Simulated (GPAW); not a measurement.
# Ballistic transport through a Sb chain with a P atom bridging one bond, cheap and dear, part 2 of 2

How well does a Sb chain with a P atom bridging one bond conduct at low bias, and how far do basis and functional move the answer?

GPAW 26.7.0; GPAW LCAO, PAW setups; Landauer transmission from Green's functions with principal layers (ASE), zero bias.

So far, transmission at the Fermi level (one spin): step 2 (double-zeta polarised basis, PBE, GPAW) 1.76; step 3 (basis szp(dzp), PBE, GPAW) 1.79; step 4 (basis sz(dzp), PBE, GPAW) 1.79; step 5 (RPBE) 1.76.

## Step 8: Broadening 1e-05: eta = 1e-05

The broadening keeps the Green's functions finite; too large a value absorbs electrons where channels are open and leaks them where none are.

This step: GPAW LCAO, PAW setups; Landauer transmission from Green's functions with principal layers (ASE), zero bias (GPAW 26.7.0).

File run.py:

```python
import json
import numpy as np
from ase import Atoms
from ase.transport.calculators import TransportCalculator
from gpaw import GPAW, FermiDirac
from gpaw.lcao.tools import get_lcao_hamiltonian
from scipy.linalg import eigh

# The junction with lead layers at both ends, along the third cell vector
device = Atoms(
    ['Sb', 'Sb', 'Sb', 'Sb', 'P', 'Sb', 'Sb', 'Sb', 'Sb'],
    positions=[
        [4.50000, 4.50000, 1.37500],
        [4.50000, 4.50000, 4.12500],
        [4.50000, 4.50000, 6.87500],
        [4.50000, 4.50000, 9.62500],
        [6.37088, 4.50000, 11.10000],
        [4.50000, 4.50000, 12.57500],
        [4.50000, 4.50000, 15.32500],
        [4.50000, 4.50000, 18.07500],
        [4.50000, 4.50000, 20.82500]],
    cell=[[9.0, 0.0, 0.0], [0.0, 9.0, 0.0], [0.0, 0.0, 22.2]],
    pbc=True)

# One principal layer of the lead: the first 2 atoms of the device
lead = Atoms(
    ['Sb', 'Sb'],
    positions=[
        [4.50000, 4.50000, 1.37500],
        [4.50000, 4.50000, 4.12500]],
    cell=[[9.0, 0.0, 0.0], [0.0, 9.0, 0.0], [0.0, 0.0, 5.5]],
    pbc=True)

settings = dict(mode='lcao', basis='dzp', xc='PBE', h=0.2,
                occupations=FermiDirac(0.1), maxiter=250,
                mixer=dict(beta=0.1, nmaxold=8, weight=100.0),
                convergence=dict(density=0.0001))
energies = np.arange(-2, 2 + 1e-9, 0.05)
eta = 1e-05
n1, n2 = 1, 1
# k and -k transmit alike, so half of the mesh across the current serves
mesh = [(i, j) for i in range(n1) for j in range(n2) if (i, j) <= (-i % n1, -j % n2)]
weights = np.array([1 if (i, j) == (-i % n1, -j % n2) else 2 for i, j in mesh]) / (n1 * n2)

# [... helper functions left out ...]
fermi_lead = ground_state(lead, (1, 1, 20), 'lead.txt')
fermi_device = ground_state(device, (1, 1, 4), 'device.txt')
# [... loop over the mesh left out, but for ...]
        # Shift the lead onto the potential of the device's first layer
        shift = ((H[:, 0, 0] - H0[:, 0, 0]) / S0[0, 0]).real.mean()
# [...]
kT = 8.617333e-5 * 500
bias = [0.1, 0.2, 0.5, 1.0, 1.5, 2.0]
# [... integrals and printing left out ...]
```

Command:

```bash
$ OMP_NUM_THREADS=1 OPENBLAS_NUM_THREADS=1 python run.py
```

What it wrote:

```text
basis functions: device 197, principal layer 46
Fermi level: lead -3.1685 eV, device -2.9895 eV; lead shifted by -0.0016 eV
largest coupling past the next layer 7.84e-05 eV, largest misfit of the first layer 0.056 eV
  E-E_F (eV)   T (one spin)  [channel counts left out]
    -2.000    3.0008e-01
    -1.950    3.1812e-01
    -1.900    3.2389e-01
    -1.850    3.1179e-01
    -1.800    2.7140e-01
    -1.750    1.8341e-01
    -1.700    3.6950e-02
    -1.650    1.6004e-01
    -1.600    9.2119e-01
    -1.550    1.0640e+00
    -1.500    1.1424e+00
    -1.450    1.2033e+00
    -1.400    1.2562e+00
    -1.350    1.3051e+00
    -1.300    1.3517e+00
    -1.250    1.3969e+00
[...]
1.650    1.0532e+00
     1.700    1.0573e+00
     1.750    1.0578e+00
     1.800    1.0540e+00
     1.850    1.0457e+00
     1.900    1.0329e+00
     1.950    1.0156e+00
     2.000    9.9992e-01
conductance at 500 K: 1.7632 G0 a cell; thermopower 1.728 uV/K
current from the zero-bias T(E) at 0.1 V: 13.659 uA
current from the zero-bias T(E) at 0.2 V: 27.306 uA
current from the zero-bias T(E) at 0.5 V: 68.038 uA
current from the zero-bias T(E) at 1.0 V: 134.4 uA
current from the zero-bias T(E) at 1.5 V: 197.13 uA
current from the zero-bias T(E) at 2.0 V: 254.04 uA
```

Run time: 45 s. Hardware: 1 thread of Arm Neoverse N1, shared host; peak memory 0.77 GiB.

Numbers from this step:

```yaml
conductance: 1.763 G₀
thermopower: 1.728 μV/K
largest_coupling_past_the_next_principal_layer: 7.84e-5 eV
largest_misfit_of_the_first_principal_layer: 0.05610 eV
shift_that_aligns_the_lead: -0.001628 eV
transmission_at_the_fermi_level_one_spin: 1.765
```

One spin. Table of transmission, zone mean by energy, zero at the Fermi level:

energy (eV), transmission, zone mean and a bar from the least value:
```
   -2.000       0.30 #
   -1.800       0.27 
   -1.600       0.92 #############
   -1.400       1.26 ###################
   -1.200       1.44 #######################
   -1.000       1.60 ##########################
   -0.800       1.72 ############################
   -0.600       1.79 ##############################
   -0.400       1.81 ##############################
   -0.350       1.81 ##############################
   -0.200       1.80 ##############################
    0.000       1.77 #############################
    0.200       1.70 ############################
    0.400       1.61 ##########################
    0.600       1.49 ########################
    0.800       1.33 #####################
    1.000       1.16 #################
    1.200       1.03 ###############
    1.400       1.01 ##############
    1.600       1.05 ###############
    1.800       1.05 ###############
    2.000       1.00 ##############
```

Not self-consistent under bias; the bias window is split evenly. The current through one cell, from the zero-bias transmission by bias:

```tsv
bias (V)	current through one cell, from the zero-bias transmission (μA)
0.100	13.7
0.200	27.3
0.500	68.0
1.000	134
1.500	197
2.000	254
```

Transmission of the three most open eigenchannels against energy, zero at the Fermi level:

```tsv
energy (eV)	channel 1	channel 2	channel 3
-2.00	0.300	0	0
-1.90	0.324	0	0
-1.80	0.271	0	0
-1.70	0.0369	3.5e-11	0
-1.55	0.928	0.128	0.00863
-1.45	0.928	0.271	0.00476
-1.35	0.942	0.362	0.00102
-1.25	0.954	0.443	1.1e-6
-1.15	0.962	0.520	8.3e-4
-1.05	0.968	0.593	0.00275
-0.90	0.974	0.685	0.00676
-0.80	0.976	0.732	0.00988
-0.70	0.978	0.767	0.0132
-0.60	0.979	0.790	0.0166
-0.50	0.981	0.802	0.0201
-0.40	0.982	0.806	0.0234
-0.25	0.983	0.796	0.0279
-0.15	0.984	0.782	0.0304
-0.05	0.984	0.761	0.0324
0.00	0.984	0.748	0.0332
0.05	0.985	0.734	0.0339
0.15	0.985	0.701	0.0348
0.25	0.986	0.661	0.0352
0.40	0.986	0.590	0.0347
0.50	0.986	0.534	0.0338
0.60	0.987	0.469	0.0326
0.70	0.987	0.395	0.0309
0.80	0.987	0.315	0.0290
0.90	0.988	0.229	0.0269
1.05	0.988	0.108	0.0235
1.15	0.989	0.0455	0.0211
1.25	0.989	0.0186	0.00900
1.35	0.990	0.0161	2.9e-4
1.45	0.991	0.0135	0.0126
1.55	0.992	0.0338	0.0110
1.70	0.994	0.0562	0.00726
1.80	0.996	0.0537	0.00476
1.90	0.998	0.0331	0.00226
2.00	1.000	1.7e-10	1.8e-11
```

The conductance equals that of the dzp run to 0.2 %.

## Step 9: Grid spacing 0.16, temperature 150: h = 0.16 and temperature = 150

The real-space grid carries density and potential; a coarse one breaks translation symmetry along the lead and scatters electrons that should pass. Temperature enters only through the Fermi window.

Changes to run.py since step 8:

```diff
@@ -33,3 +33,3 @@
 
-settings = dict(mode='lcao', basis='dzp', xc='PBE', h=0.2,
+settings = dict(mode='lcao', basis='dzp', xc='PBE', h=0.16,
                 occupations=FermiDirac(0.1), maxiter=250,
@@ -38,3 +38,3 @@
 energies = np.arange(-2, 2 + 1e-9, 0.05)
-eta = 1e-05
+eta = 0.0001
 n1, n2 = 1, 1
@@ -51,3 +51,3 @@
 # [...]
-kT = 8.617333e-5 * 500
+kT = 8.617333e-5 * 150
 bias = [0.1, 0.2, 0.5, 1.0, 1.5, 2.0]
```

What it wrote:

```text
basis functions: device 197, principal layer 46
Fermi level: lead -3.1684 eV, device -2.9894 eV; lead shifted by -0.0016 eV
largest coupling past the next layer 7.85e-05 eV, largest misfit of the first layer 0.056 eV
  E-E_F (eV)   T (one spin)  [channel counts left out]
    -2.000    2.9996e-01
    -1.950    3.1802e-01
    -1.900    3.2382e-01
    -1.850    3.1177e-01
    -1.800    2.7146e-01
    -1.750    1.8360e-01
    -1.700    3.7244e-02
    -1.650    1.5853e-01
    -1.600    9.1815e-01
    -1.550    1.0620e+00
    -1.500    1.1407e+00
    -1.450    1.2017e+00
    -1.400    1.2546e+00
    -1.350    1.3036e+00
    -1.300    1.3502e+00
    -1.250    1.3955e+00
[...]
1.650    1.0527e+00
     1.700    1.0569e+00
     1.750    1.0573e+00
     1.800    1.0535e+00
     1.850    1.0452e+00
     1.900    1.0325e+00
     1.950    1.0152e+00
     2.000    9.9953e-01
conductance at 150 K: 1.764 G0 a cell; thermopower 0.5176 uV/K
current from the zero-bias T(E) at 0.1 V: 13.665 uA
current from the zero-bias T(E) at 0.2 V: 27.317 uA
current from the zero-bias T(E) at 0.5 V: 68.068 uA
current from the zero-bias T(E) at 1.0 V: 134.47 uA
current from the zero-bias T(E) at 1.5 V: 197.26 uA
current from the zero-bias T(E) at 2.0 V: 254.2 uA
```

It took 78 s on 1 thread; peak memory 1.4 GiB.

Numbers from this step:

- conductance: 1.764 G₀
- largest coupling past the next principal layer: 7.85e-5 eV
- largest misfit of the first principal layer: 0.05627 eV
- shift that aligns the lead: -0.001588 eV
- transmission at the Fermi level (one spin): 1.764

One spin. The transmission, zone mean by energy, zero at the Fermi level:

energy (eV), transmission, zone mean and a bar:
```
    -2.00       0.30 ####
    -1.90       0.32 #####
    -1.80       0.27 ####
    -1.70       0.04 
    -1.55       1.06 #################
    -1.45       1.20 ####################
    -1.35       1.30 #####################
    -1.25       1.40 #######################
    -1.15       1.48 ########################
    -1.05       1.56 ##########################
    -0.90       1.66 ############################
    -0.80       1.72 ############################
    -0.70       1.76 #############################
    -0.60       1.78 ##############################
    -0.50       1.80 ##############################
    -0.40       1.81 ##############################
    -0.35       1.81 ##############################
    -0.25       1.81 ##############################
    -0.15       1.79 ##############################
    -0.05       1.78 #############################
     0.00       1.76 #############################
     0.05       1.75 #############################
     0.15       1.72 ############################
     0.25       1.68 ############################
     0.40       1.61 ###########################
     0.50       1.55 ##########################
     0.60       1.49 #########################
     0.70       1.41 #######################
     0.80       1.33 ######################
     0.90       1.24 ####################
     1.05       1.12 ##################
     1.15       1.05 #################
     1.25       1.02 #################
     1.35       1.01 ################
     1.45       1.02 #################
     1.55       1.04 #################
     1.70       1.06 #################
     1.80       1.05 #################
     1.90       1.03 #################
     2.00       1.00 ################
```

Not self-consistent under bias; the bias window is split evenly. The current through one cell, from the zero-bias transmission by bias:

```tsv
bias (V)	current through one cell, from the zero-bias transmission (μA)
0.100	13.7
0.200	27.3
0.500	68.1
1.000	134
1.500	197
2.000	254
```

Transmission of the three most open eigenchannels against energy, zero at the Fermi level:

```tsv
energy (eV)	channel 1	channel 2	channel 3
-2.00	0.300	2.4e-11	0
-1.90	0.324	2.3e-11	0
-1.80	0.271	1.9e-11	1.4e-11
-1.70	0.0372	3.5e-9	8.5e-11
-1.55	0.926	0.127	0.00863
-1.45	0.927	0.270	0.00477
-1.35	0.941	0.362	0.00102
-1.25	0.953	0.442	8.8e-7
-1.15	0.962	0.520	8.3e-4
-1.05	0.968	0.592	0.00274
-0.90	0.973	0.684	0.00675
-0.80	0.976	0.731	0.00987
-0.70	0.978	0.766	0.0132
-0.60	0.979	0.789	0.0166
-0.50	0.980	0.801	0.0200
-0.40	0.981	0.805	0.0234
-0.25	0.982	0.796	0.0278
-0.15	0.983	0.781	0.0304
-0.05	0.984	0.760	0.0324
0.00	0.984	0.747	0.0332
0.05	0.984	0.733	0.0339
0.15	0.985	0.700	0.0348
0.25	0.985	0.661	0.0352
0.40	0.986	0.590	0.0347
0.50	0.986	0.533	0.0338
0.60	0.986	0.468	0.0325
0.70	0.987	0.395	0.0309
0.80	0.987	0.314	0.0290
0.90	0.987	0.229	0.0269
1.05	0.988	0.108	0.0235
1.15	0.988	0.0454	0.0211
1.25	0.989	0.0186	0.00897
1.35	0.990	0.0161	2.9e-4
1.45	0.991	0.0135	0.0126
1.55	0.992	0.0337	0.0110
1.70	0.994	0.0561	0.00725
1.80	0.995	0.0536	0.00476
1.90	0.997	0.0330	0.00226
2.00	1.000	1.7e-8	1.8e-9
```

With these changes, and at 150 K in place of 500 K, the conductance is 1.76 G₀ against 1.76 in the dzp run; T at the Fermi level, which temperature doesn't enter, is 1.76 against 1.76.

## Step 10: Outcome

| Item | Value |
| --- | --- |
| conductance | 1.76 G₀ |
| transmission at the Fermi level, mean of the spins | 1.76 |
| thermopower | 1.73 μV/K |

In the dzp basis the junction conducts 1.76 G₀ at 500 K, with T = 1.76 a spin at the Fermi level; the sz basis reaches that conductance within 10 %. At the Fermi level the three most open eigenchannels pass 0.98, 0.75 and 0.033. Measured against the first run (dzp), the nearest curve is that of dzp-RPBE (r.m.s. 0.011) and the farthest that of sz (0.16). Over the compared runs wall time goes from 30 s (sz) to 49 s (dzp-RPBE), on a shared host. The geometry was built from estimated bond lengths and not relaxed, so the numbers describe this model structure. The run had no spin polarisation, so a magnetic state, which chains and small molecules with open shells often have, wasn't tested. Spin-orbit coupling is left out, which matters for the heavy atoms here. An evenly spaced straight chain is an idealisation: free chains tend to dimerise, zigzag or, where a band edge lies near the Fermi level, turn magnetic. The currents use the zero-bias T(E) throughout, which holds only while the bias is small against the distance to the nearest feature.

[Logs are printed without paths, hosts, clocks, repeated set-up lines and the standing remarks that a program may print on its own settings, such as how far it seeks lower states.]

[Hosts, paths, dates, database ids (printed as entryN), source tags and the programs' standing remarks are cut or masked in the printed files.]
